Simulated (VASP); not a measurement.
# BN (Qingsongite) in VASP: a series of runs

Runs on BN (Qingsongite). Level: r2SCAN. Tasks: single point.

Program: VASP 6.6.1. These are calculated values, not measurements. Logs are shortened: lines on timing, memory, paths and dates and some standing lists are left out, and cuts for length are marked.

**Experimental background.**

From a printed reference work, monograph, for a bulk crystal of BN at 300 K: band gap 6.4 eV (indirect).

How close the calculation comes is told below.

## (1) The cell of the first run

Symmetry: I-4m2, No. 119, tetragonal system. Conventional cell: a = 2.633 Å, b = 2.633 Å, c = 3.615 Å, α = 90.00°, β = 90.00°, γ = 90.00°. B (site symmetry -4m2) has 4 N at 1.60 Å within 2.1 Å. N (site symmetry -4m2) has 4 B at 1.60 Å within 2.1 Å.

## (2) Single point, r2SCAN

Input file POSCAR:

```
BN
1.0
    0.0000000000      1.8617250000      1.8075000000
    1.8617250000      0.0000000000      1.8075000000
    1.8617250000      1.8617250000      0.0000000000
B N
1 1
Direct
    0.0000000000      0.0000000000      0.0000000000
    0.2500000000      0.2500000000      0.2500000000
```

Input file INCAR.step1:

```
  ALGO = Normal
  EDIFF = 1E-4
  ENCUT = 520
  GGA = PE
  ISMEAR = 0
  LASPH = True
  LCHARG = False
  LREAL = False
  LWAVE = True
  NBANDS = 11
  NELM = 60
  PREC = Accurate
  SIGMA = 0.05
```

Input file INCAR.step2:

```
  ALGO = Normal
  EDIFF = 1E-6
  ENCUT = 520
  ISIF = 2
  ISMEAR = 0
  ISTART = 1
  LASPH = True
  LCHARG = False
  LMIXTAU = True
  LREAL = False
  LWAVE = False
  METAGGA = R2SCAN
  NBANDS = 11
  NELM = 60
  PREC = Accurate
  SIGMA = 0.05
```

Input file KPOINTS:

```
k-points
0
Gamma
  10 10 10
```

Potentials or basis: VASP PAW PBE potentials, release 64 (B, N).

The run is started by

```
$ cat potpaw_PBE.64/B/POTCAR potpaw_PBE.64/N/POTCAR > POTCAR
$ cp INCAR.step1 INCAR
$ mpirun -np 1 vasp_std > vasp.out
$ cp INCAR.step2 INCAR
$ mpirun -np 1 vasp_std > vasp.out
```

OUTCAR:

```text
EDIFF = 1E-6
   ENCUT = 520
   ISIF = 2
   ISMEAR = 0
   ISTART = 1
   LASPH = True
   LREAL = False
   METAGGA = R2SCAN
   NELM = 60
   PREC = Accurate

 ion  position               nearest neighbor table
   1  0.000  0.000  0.000-   2 1.60   2 1.60   2 1.60   2 1.60
   2  0.250  0.250  0.250-   1 1.60   1 1.60   1 1.60   1 1.60

  LATTYP: Found a body centered tetragonal cell.
 ALAT       =     2.6328767444
 C/A-ratio  =     1.3730228761

  Lattice vectors:

 A1 = (   0.0000000000,  -1.8617250000,  -1.8075000000)
 A2 = (   0.0000000000,   1.8617250000,  -1.8075000000)
 A3 = (   1.8617250000,   0.0000000000,   1.8075000000)

Analysis of symmetry for initial positions (statically):
=====================================================================
 Subroutine PRICEL returns:
 Original cell was already a primitive cell.

 Routine SETGRP: Setting up the symmetry group for a
 body centered tetragonal supercell.

 Subroutine GETGRP returns: Found  8 space group operations
 (whereof  8 operations were pure point group operations)
 out of a pool of 16 trial point group operations.

The static configuration has the point symmetry D_2d.

Analysis of symmetry for dynamics (positions and initial velocities):
=====================================================================
 Subroutine PRICEL returns:
 Original cell was already a primitive cell.

 Routine SETGRP: Setting up the symmetry group for a
 body centered tetragonal supercell.

 Subroutine GETGRP returns: Found  8 space group operations
 (whereof  8 operations were pure point group operations)
 out of a pool of 16 trial point group operations.

The dynamic configuration has the point symmetry D_2d.

 Subroutine INISYM returns: Found  8 space group operations
 (whereof  8 operations are pure point group operations),
 and found     1 'primitive' translations

----------------------------------------------------------------------------------------

                                     Primitive cell

  volume of cell :      12.5297

  direct lattice vectors                    reciprocal lattice vectors
     0.000000000  1.861725000  1.807500000    -0.268568129  0.268568129  0.276625173
     1.861725000  0.000000000  1.807500000     0.268568129 -0.268568129  0.276625173
     1.861725000  1.861725000  0.000000000     0.268568129  0.268568129 -0.276625173

  length of vectors
     2.594817185  2.594817185  2.632876744     0.469871436  0.469871436  0.469871436

  position of ions in fractional coordinates (direct lattice)
     0.000000000  0.000000000  0.000000000
     0.250000000  0.250000000  0.250000000

  ion indices of the primitive-cell ions
   primitive index   ion index
                 1           1
                 2           2

----------------------------------------------------------------------------------------

 KPOINTS: k-points

Automatic generation of k-mesh.
 Grid dimensions read from file:
 generate k-points for:   10   10   10

 Generating k-lattice:

  Cartesian coordinates                     Fractional coordinates (reciprocal lattice)
    -0.026856813  0.026856813  0.027662517     0.100000000  0.000000000  0.000000000
     0.026856813 -0.026856813  0.027662517     0.000000000  0.100000000  0.000000000
     0.026856813  0.026856813 -0.027662517    -0.000000000 -0.000000000  0.100000000

  Length of vectors
     0.046987144  0.046987144  0.046987144

  Shift w.r.t. Gamma in fractional coordinates (k-lattice)
     0.000000000  0.000000000  0.000000000

 Subroutine IBZKPT returns following result:
 ===========================================

 Found    102 irreducible k-points:

 Following reciprocal coordinates:
            Coordinates               Weight
  0.000000  0.000000  0.000000      1.000000
  0.100000  0.000000  0.000000      8.000000
  0.200000  0.000000  0.000000      8.000000
  0.300000  0.000000  0.000000      8.000000
  0.400000  0.000000  0.000000      8.000000
  0.500000  0.000000  0.000000      4.000000
[... 16 lines left out ...]
  0.300000  0.300000  0.000000      2.000000
  0.400000  0.300000  0.000000      8.000000
 [... further k-points ...]
   k-points           NKPTS =    102   k-points in BZ     NKDIM =    102   number of bands    NBANDS=     11
   number of dos      NEDOS =    301   number of ions     NIONS =      2
   total plane-waves  NPLWV =   8000
   dimension x,y,z NGX =    20 NGY =   20 NGZ =   20
   dimension x,y,z NGXF=    40 NGYF=   40 NGZF=   40
   ions per type =               1   1
   NGX,Y,Z   is equivalent  to a cutoff of  12.81, 12.81, 12.63 a.u.
   NGXF,Y,Z  is equivalent  to a cutoff of  25.63, 25.63, 25.26 a.u.
 SYSTEM =  unknown system
   PREC   = accura    normal or accurate (medium, high low for compatibility)
   ISTART =      1    job   : 0-new  1-cont  2-samecut
   ICHARG =      0    charge: 1-file 2-atom 10-const
   ISPIN  =      1    spin polarized calculation?
   LNONCOLLINEAR =      F non collinear calculations
   LSORBIT =      F    spin-orbit coupling
   LASPH  =      T    aspherical Exc in radial PAW
   ENCUT  =  520.0 eV  38.22 Ry    6.18 a.u.   4.82  4.82  4.90*2*pi/ulx,y,z
   NELM   =     60;   NELMIN=  2; NELMDL=  0     # of ELM steps
   EDIFF  = 0.1E-05   stopping-criterion for ELM
   LREAL  =      F    real-space projection
   EDIFFG = 0.1E-04   stopping-criterion for IOM
   NSW    =      0    number of steps for IOM
   IBRION =     -1    ionic relax: 0-MD 1-quasi-New 2-CG
   NFREE  =      0    steps in history (QN), initial steepest desc. (CG)
   ISIF   =      2    stress and relaxation
   ISYM   =      2    0-nonsym 1-usesym 2-fastsym
   POTIM  = 0.5000    time-step for ionic-motion
   TEBEG  =    0.0;   TEEND  =   0.0 temperature during run
   PSTRESS=    0.0 pullay stress
   NELECT =       8.0000    total number of electrons
   NUPDOWN=      -1.0000    fix difference up-down
   EMIN   =  10.00;   EMAX   =-10.00  energy-range for DOS
   EFERMI =   0.00;   METHOD = LEGACY
   ISMEAR =     0;   SIGMA  =   0.05  broadening in eV -4-tet -1-fermi 0-gaus
   EFERMI_NEDOS =   21; number of points for ismear=-14 and -15
   IALGO  =     38    algorithm
   IMIX   =      4    mixing-type and parameters
     AMIX     =   0.40;   BMIX     =  1.00
     AMIX_MAG =   1.60;   BMIX_MAG =  1.00
  volume/ion in A,a.u.               =       6.26        42.28
  Fermi-wavevector in a.u.,A,eV,Ry     =   1.409695  2.663937 27.038027  1.987239
  Thomas-Fermi vector in A             =   2.531724
   LORBIT       =      0    0 simple, 1 ext, 2 COOP (PROOUT), +10 PAW based schemes
   METAGGA = R2SCAN    functional components
   LHFCALC =     F    Hartree Fock is set to
   AEXX    =    0.0000 exact exchange contribution
   IVDW    =     0    specifies the selected vdW correction
   LEPSILON=     F    determine dielectric tensor
   LRPA    =     F    only Hartree local field effects (RPA)
 non-spin polarized calculation
 Gauss-broadening in eV      SIGMA  =   0.05
  energy-cutoff  :      520.00
  volume of cell :       12.53
 maximum number of plane-waves:       348
   NGX =  9   NGY =  9   NGZ =  9

 number of electron       8.0000002 magnetization

 Free energy of the ion-electron system (eV)
  ---------------------------------------------------
  ext. energy  EPLUGINS =         0.00000000
  ---------------------------------------------------
  free energy    TOTEN  =       -19.10882772 eV

  energy without entropy =      -19.10882772  energy(sigma->0) =      -19.10882772

 E-fermi :   6.9737     XC(G=0): -13.3364

 val. band max:        6.7159218804   @ k =   0.0000   0.0000   0.0000
 cond. band min:      11.1167220714   @ k =   0.5000   0.5000   0.0000
 fundamental gap:      4.4008001911
 Fermi energy:         6.9737260109

 k-point     1 :       0.0000    0.0000    0.0000
  band No.  band energies     occupation
      1     -14.0863      2.00000
      2       6.4439      2.00000
      3       6.4439      2.00000
      4       6.7159      2.00000
      5      15.6408      0.00000
      6      15.8475      0.00000
      7      15.8475      0.00000
      8      16.5912      0.00000
      9      31.5246      0.00000
     10      33.8167      0.00000
     11      35.0956      0.00000

 k-point     2 :       0.1000    0.0000    0.0000
  band No.  band energies     occupation
      1     -13.8467      2.00000
      2       5.2475      2.00000
      3       6.1828      2.00000
      4       6.4066      2.00000
      5      15.8214      0.00000
      6      16.1774      0.00000
      7      16.2160      0.00000
      8      17.5342      0.00000
      9      31.3735      0.00000
     10      31.6382      0.00000
     11      32.5235      0.00000

 k-point     3 :       0.2000    0.0000    0.0000
  band No.  band energies     occupation
      1     -13.1439      2.00000
      2       2.5376      2.00000
      3       5.5904      2.00000
      4       5.8776      2.00000
      5      16.0335      0.00000
      6      16.9588      0.00000
      7      16.9843      0.00000
      8      19.4032      0.00000
      9      30.3642      0.00000
     10      30.5786      0.00000
     11      31.2714      0.00000

 k-point     4 :       0.3000    0.0000    0.0000
  band No.  band energies     occupation
      1     -12.0453      2.00000
      2      -0.3986      2.00000
      3       4.9835      2.00000
      4       5.3457      2.00000
      5      16.2132      0.00000
      6      17.4457      0.00000
      7      17.6669      0.00000
      8      21.0128      0.00000
      9      30.1964      0.00000
     10      30.8290      0.00000
     11      31.2309      0.00000

 k-point     5 :       0.4000    0.0000    0.0000
  band No.  band energies     occupation
      1     -10.7725      2.00000
      2      -2.8831      2.00000
      3       4.5619      2.00000
      4       4.9789      2.00000
      5      16.3222      0.00000
      6      17.5323      0.00000
      7      17.9478      0.00000
      8      21.9858      0.00000
      9      30.2906      0.00000
     10      32.6591      0.00000
     11      32.6637      0.00000
[... 211 lines left out ...]
 k-point    21 :      -0.3000    0.2000    0.0000
  band No.  band energies     occupation
      1     -10.5455      2.00000
      2      -1.4606      2.00000
      3       1.8186      2.00000
      4       4.2630      2.00000
      5      16.2567      0.00000
      6      18.9323      0.00000
      7      19.3505      0.00000
      8      21.7441      0.00000
      9      28.3687      0.00000
     10      29.3105      0.00000
     11      33.4667      0.00000

 k-point    22 :      -0.2000    0.2000    0.0000
  band No.  band energies     occupation
      1     -11.7230      2.00000
      2       0.4615      2.00000
      3       2.5080      2.00000
      4       5.0538      2.00000
      5      16.9578      0.00000
      6      17.9349      0.00000
      7      18.5381      0.00000
      8      20.5555      0.00000
      9      28.1194      0.00000
     10      29.2242      0.00000
     11      33.2769      0.00000

 k-point    23 :       0.3000    0.3000    0.0000
  band No.  band energies     occupation
      1     -11.2663      2.00000
      2       1.3974      2.00000
      3       2.7461      2.00000
      4       2.7461      2.00000
      5      12.8486      0.00000
      6      17.2681      0.00000
      7      21.6723      0.00000
      8      21.6723      0.00000
      9      26.0500      0.00000
     10      34.4474      0.00000
     11      38.1054      0.00000

 k-point    24 :       0.4000    0.3000    0.0000
  band No.  band energies     occupation
      1     -10.2787      2.00000
      2      -0.2141      2.00000
      3       2.0427      2.00000
      4       2.3196      2.00000
      5      12.7664      0.00000
      6      17.0456      0.00000
      7      22.4059      0.00000
      8      22.5023      0.00000
      9      26.9814      0.00000
     10      34.1282      0.00000
     11      38.4318      0.00000

 [... further k-points ...]

------------------------ aborting loop because EDIFF is reached ----------------------------------------

  FORCE on cell =-STRESS in cart. coord.  units (eV):
  Direction    XX          YY          ZZ          XY          YZ          ZX
  --------------------------------------------------------------------------------------
  -------------------------------------------------------------------------------------
  Total       -2.1118651     -2.1118651     -0.7664608      0.0000000     -0.0000000      0.0000000
  in kB     -270.0457827   -270.0457827    -98.0079213      0.0000000     -0.0000000      0.0000000
  external PRESSURE =    -212.6998289 kB  Pullay stress =       0.0000000 kB

 VOLUME and BASIS-vectors are now :
 -----------------------------------------------------------------------------
  energy-cutoff  :      520.00
  volume of cell :       12.53
      direct lattice vectors                 reciprocal lattice vectors
     0.000000000  1.861725000  1.807500000    -0.268568129  0.268568129  0.276625173
     1.861725000  0.000000000  1.807500000     0.268568129 -0.268568129  0.276625173
     1.861725000  1.861725000  0.000000000     0.268568129  0.268568129 -0.276625173

 POSITION                                       TOTAL-FORCE (eV/Angst)
 -----------------------------------------------------------------------------------
      0.00000      0.00000      0.00000         0.000000     -0.000000     -0.000000
      0.93086      0.93086      0.90375         0.000000      0.000000      0.000000
 -----------------------------------------------------------------------------------
    total drift:                                0.000000      0.000000     -0.000001

  FREE ENERGIE OF THE ION-ELECTRON SYSTEM (eV)
  ---------------------------------------------------
  free  energy   TOTEN  =       -19.1088277209 eV

  energy  without entropy=      -19.1088277209  energy(sigma->0) =      -19.10882772
```

It took 2.1 min on 1 thread of AMD EPYC 7R13, shared host; peak memory 0.1 GiB.

What came out:

```yaml
Free_energy: -19.1088 eV
Pressure: -21.3 GPa
Band_gap_on_the_k_mesh: 4.40 eV, indirect (least direct gap 8.92 eV)
```

Levels at points of the mesh, in eV from the valence-band top:
| k point | band 1 | band 2 | band 3 | band 4 | band 5 | band 6 | band 7 | band 8 | band 9 |
| --- | --- | --- | --- | --- | --- | --- | --- | --- | --- |
| (0.00, 0.00, 0.00) | -20.80 | -0.27 | -0.27 | 0.00 | 8.92 | 9.13 | 9.13 | 9.88 | 24.81 |
| (0.50, 0.00, 0.00) | -16.79 | -10.72 | -2.30 | -1.87 | 9.64 | 10.79 | 11.28 | 15.58 | 23.79 |
| (0.50, 0.50, 0.00) | -15.24 | -8.83 | -5.24 | -5.24 | 4.40 | 8.81 | 18.19 | 18.19 | 21.37 |
| (0.50, 0.00, 0.50) | -15.55 | -9.26 | -4.86 | -4.84 | 4.89 | 9.52 | 17.88 | 18.29 | 20.76 |

Caveat: the PAW data sets were made with another functional, which shifts forces and pressure a little. A k mesh can miss the band edges.

## (3) Single point, r2SCAN

This run uses another cell than the first one, of 5.91 Å³/atom, 0.943 times its volume.

Input file POSCAR:

```
BN
1.0
    0.0000000000      1.8075000000      1.8075000000
    1.8075000000      0.0000000000      1.8075000000
    1.8075000000      1.8075000000      0.0000000000
B N
1 1
Direct
    0.0000000000      0.0000000000      0.0000000000
    0.2500000000      0.2500000000      0.2500000000
```

Input file INCAR.step1:

```
SYSTEM = BN
  ALGO = Normal
  EDIFF = 1E-5
  ENCUT = 910
  GGA = PE
  GGA_COMPAT = .FALSE.
  ISMEAR = 0
  LASPH = .TRUE.
  LCHARG = .FALSE.
  LREAL = .FALSE.
  LWAVE = .TRUE.
  NBANDS = 11
  NELM = 120
  PREC = Accurate
  SIGMA = 0.05
```

Input file INCAR.step2:

```
SYSTEM = BN
  ALGO = Normal
  EDIFF = 1E-6
  ENCUT = 910
  GGA_COMPAT = .FALSE.
  ISIF = 2
  ISMEAR = 0
  ISTART = 1
  LASPH = .TRUE.
  LCHARG = .FALSE.
  LMIXTAU = .TRUE.
  LREAL = .FALSE.
  LWAVE = .FALSE.
  METAGGA = R2SCAN
  NBANDS = 11
  NELM = 120
  PREC = Accurate
  SIGMA = 0.05
```

Input file KPOINTS:

```
k-points
0
G
  10 10 10
  0 0 0
```

Potentials or basis: VASP PAW PBE potentials, release 64 (B_h, N_h).

The run is started by

```
$ cat potpaw_PBE.64/B_h/POTCAR potpaw_PBE.64/N_h/POTCAR > POTCAR
$ cp INCAR.step1 INCAR
$ mpirun -np 1 vasp_std > vasp.out
$ cp INCAR.step2 INCAR
$ mpirun -np 1 vasp_std > vasp.out
```

OUTCAR:

```text
SYSTEM = BN
   EDIFF = 1E-6
   ENCUT = 910
   ISIF = 2
   ISMEAR = 0
   ISTART = 1
   LASPH = .TRUE.
   LREAL = .FALSE.
   METAGGA = R2SCAN
   NELM = 120
   PREC = Accurate

 ion  position               nearest neighbor table
   1  0.000  0.000  0.000-
   2  0.250  0.250  0.250-

  LATTYP: Found a face centered cubic cell.
 ALAT       =     3.6150000000

  Lattice vectors:

 A1 = (   0.0000000000,   1.8075000000,   1.8075000000)
[... 519 lines left out ...]
     11      42.0813      0.00000

 [... further k-points ...]

------------------------ aborting loop because EDIFF is reached ----------------------------------------

  FORCE on cell =-STRESS in cart. coord.  units (eV):
  Direction    XX          YY          ZZ          XY          YZ          ZX
  --------------------------------------------------------------------------------------
  -------------------------------------------------------------------------------------
  Total       -0.1668860     -0.1668860     -0.1668860      0.0000000     -0.0000000      0.0000000
  in kB      -22.6394359    -22.6394359    -22.6394359      0.0000000     -0.0000000      0.0000000
  external PRESSURE =     -22.6394359 kB  Pullay stress =       0.0000000 kB

 VOLUME and BASIS-vectors are now :
 -----------------------------------------------------------------------------
  energy-cutoff  :      910.00
  volume of cell :       11.81
      direct lattice vectors                 reciprocal lattice vectors
     0.000000000  1.807500000  1.807500000    -0.276625173  0.276625173  0.276625173
     1.807500000  0.000000000  1.807500000     0.276625173 -0.276625173  0.276625173
     1.807500000  1.807500000  0.000000000     0.276625173  0.276625173 -0.276625173

 POSITION                                       TOTAL-FORCE (eV/Angst)
 -----------------------------------------------------------------------------------
      0.00000      0.00000      0.00000        -0.000000      0.000000     -0.000000
      0.90375      0.90375      0.90375         0.000000     -0.000000      0.000000
 -----------------------------------------------------------------------------------
    total drift:                                0.000000      0.000000      0.000000

  FREE ENERGIE OF THE ION-ELECTRON SYSTEM (eV)
  ---------------------------------------------------
  free  energy   TOTEN  =       -19.1994464313 eV

  energy  without entropy=      -19.1994464313  energy(sigma->0) =      -19.19944643
```

OUTCAR.step1:

```text
SYSTEM = BN
   EDIFF = 1E-5
   ENCUT = 910
   GGA = PE
   ISMEAR = 0
   LASPH = .TRUE.
   LREAL = .FALSE.
[... 557 lines left out ...]
      0.00000      0.00000      0.00000         0.000000      0.000000      0.000000
      0.90375      0.90375      0.90375        -0.000000     -0.000000     -0.000000
 -----------------------------------------------------------------------------------
    total drift:                               -0.000000     -0.000000     -0.000000

  FREE ENERGIE OF THE ION-ELECTRON SYSTEM (eV)
  ---------------------------------------------------
  free  energy   TOTEN  =       -17.4683066438 eV

  energy  without entropy=      -17.4683066438  energy(sigma->0) =      -17.46830664
```

Wall time 81 s (1 thread of AMD EPYC 7R43 (Zen 3), shared host); peak memory 0.12 GiB.

Results:

| Quantity | Value |
| --- | --- |
| Free energy | -19.1994 eV |
| Pressure | -2.3 GPa |
| Band gap on the k mesh | 4.99 eV, indirect (least direct gap 9.55 eV) |

Caveat: the cutoff is under 1.25 times the usual one of these potentials, so pressure, stress and relaxed cells hold a basis-set (Pulay) error; the PAW data sets were made with another functional, which shifts forces and pressure a little.

(Part 1 of 2 ends here.)
